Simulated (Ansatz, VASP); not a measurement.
# ZnS: VASP beside Ansatz

The input INCAR:

```
ALGO     = Normal         # electronic algorithm
EDIFF    = 1E-7           # SCF threshold, eV
ENCUT    = 520            # plane-wave cutoff, eV
GGA      = PE             # functional
ISIF     = 2              # what is computed and relaxed
ISMEAR   = 0              # smearing method
LASPH    = True           # aspherical terms in the spheres
LCHARG   = False          # write CHGCAR
LREAL    = False          # projectors in reciprocal space
LWAVE    = False          # write WAVECAR
NBANDS   = 16             # bands
NELM     = 60             # most SCF steps
PREC     = Accurate       # precision mode
SIGMA    = 0.01           # smearing width, eV
```

The input KPOINTS:

```
k-points
0
Gamma
  10 10 10
```

POSCAR

```
ZnS
1.0
    0.0000000000      2.7211543742      2.7211543742
    2.7211543742      0.0000000000      2.7211543742
    2.7211543742      2.7211543742      0.0000000000
Zn S
1 1
Direct
    0.0000000000      0.0000000000      0.0000000000
    0.2500000000      0.2500000000      0.2500000000
```

Input for Ansatz:

```yaml
crystal:
  lattice:
    - [0.0, 2.7211543734, 2.7211543734]
    - [2.7211543734, 0.0, 2.7211543734]
    - [2.7211543734, 2.7211543734, 0.0]
  atoms:
    - { symbol: Zn, position: [0.0, 0.0, 0.0] }
    - { symbol: S, position: [0.25, 0.25, 0.25] }
basis:
  ecutwfc: 420
  xc_grid: 2
kpoints:
  mp_grid: { grid: [10, 10, 10] }
  band_path: { path: [VBM, CBM], npoints: 2 }
hamiltonian:
  xc: pbe
scf:
  occupations: { method: gaussian, width: 0.01 }
output:
  forces: true
  stress: true
  eigenvalues: true
```

Alike in both runs: task single point; functional PBE; k mesh 10 × 10 × 10; occupations gaussian, width 0.01 eV; no spin polarisation.

|  | VASP | Ansatz |
| --- | --- | --- |
| version | VASP 6.6.1 | Ansatz 0.2.0 |
| potentials or method | VASP PAW PBE potentials, release 64 (Zn, S) | scalar-relativistic, plane waves, PAW |
| plane-wave cutoff (eV) | 520 | 420 |
| valence electrons in the cell | 18 | 18 |

```csv
,VASP,Ansatz,Ansatz less VASP
gap on the k mesh at the Fermi level (eV),2.02,2.02,-0.004
least direct gap on the mesh (eV),2.02,2.02,-0.004
pressure (GPa),0.2,0.0,-0.15
```

PBE gaps usually lie below the measured ones, often by a third to a half.
